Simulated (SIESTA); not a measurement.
The system is FeO (Wuestite).

```xyz
2
Lattice="1.5188 0.8769 2.5196 -1.5188 0.8769 2.5196 0.0000 -1.7538 2.5196" Properties=species:S:1:pos:R:3 pbc="T T T"
Fe    0.0000    0.0000    0.0000
O     0.0000    0.0000    3.7794
```

Base run:

```yaml
Program: SIESTA 5.4.2
Functional: vdW-DF-cx
Potentials_or_basis: PseudoDojo 0.4 standard (PBE files)
Basis: DZP (energy shift 0.003 Ry; two zetas on semicore shells)
Grid_cutoff: 800 Ry
Energy_shift: 0.003 Ry
k_mesh: 11 × 11 × 11
Occupations: fermi-dirac, width 0.05 eV
Spin: collinear spin, ferromagnetic start
Starting_moments: "[3.0, 0.0] μB"
```

Its results: band gap on the k mesh none (metal or under the smearing width); pressure -6.6 GPa; net moment 4.00 μB per cell; site moments Fe +3.68; O +0.32 μB.

Question: The run is repeated on the same cell with these changes: functional from vdW-DF-cx to PBEsol; potentials or basis from PseudoDojo 0.4 standard (PBE files) to PseudoDojo 0.4 standard (PBEsol files). What comes out?

Answer: Band gap on the k mesh none (metal or under the smearing width); pressure -8.9 GPa; net moment 4.00 μB per cell; site moments Fe +3.68; O +0.32 μB.

Caveats: short orbitals over semicore shells can move pressures by several GPa; the basis of atomic orbitals isn't converged, which shifts pressures, moduli and gaps; a cell with one magnetic atom can't hold antiferromagnetic order, which such compounds often take; semilocal functionals often make such compounds metallic where correlation or magnetic order opens a gap, which also shifts bond lengths; the potentials were made for another functional, which shifts forces and pressure (some runs).

Not every run made on this cell is shown here.
